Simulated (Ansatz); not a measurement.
# TiAl₃: trigonal deformation path

Theory: DFT PBEsol, scalar-relativistic, plane waves, PAW (Ansatz). Settings: plane waves to 420 eV, k-mesh 14×14×14 (Γ-centred), Gaussian smearing 0.15 eV. No spin polarisation. Energies are free energies at this smearing, counted from the undisturbed cell; pressure is positive in compression.

The undisturbed cell (relaxed at this level; this form isn't the usual structure):

```yaml
crystal:
  lattice:
    - [3.94834, 0.00000, 0.00000]
    - [0.00000, 3.94834, 0.00000]
    - [0.00000, 0.00000, 3.94834]
  atoms:
    - { symbol: Ti, position: [0.00000, 0.00000, 0.00000] }
    - { symbol: Al, position: [0.50000, 0.50000, 0.00000] }
    - { symbol: Al, position: [0.50000, 0.00000, 0.50000] }
    - { symbol: Al, position: [0.00000, 0.50000, 0.50000] }
```

At fixed volume and fractional coordinates, lengths along (0.577, 0.577, 0.577) are scaled against those across it; ρ is that ratio over its starting value. The cell is metallic on the mesh throughout. At ρ = 0.500 the cell becomes cubic (Im-3m), and there the slope of the energy vanishes by symmetry.

```csv
ρ,ΔE (meV/atom),pressure (GPa)
0.500,1176.2,23.1
0.600,?,?
0.710,575.1,12.5
0.850,?,?
0.930,28.2,0.9
1.000,0.0,0.0
1.080,31.4,1.1
1.200,177.7,6.1
1.410,637.9,21.1
1.700,1581.2,46.7
2.000,?,?
```

**Question.** Give the withheld values.

**Answer.** ΔE (meV/atom) at ρ = 0.600: 984.9; pressure (GPa) at ρ = 0.600: 19.3; ΔE (meV/atom) at ρ = 0.850: 140.3; pressure (GPa) at ρ = 0.850: 3.8; ΔE (meV/atom) at ρ = 2.000: 2844.7; pressure (GPa) at ρ = 2.000: 75.5.

Cost: 11 runs of about 1.2 core-minutes in all, on Intel Xeon 6975P-C (Granite Rapids) (shared hosts).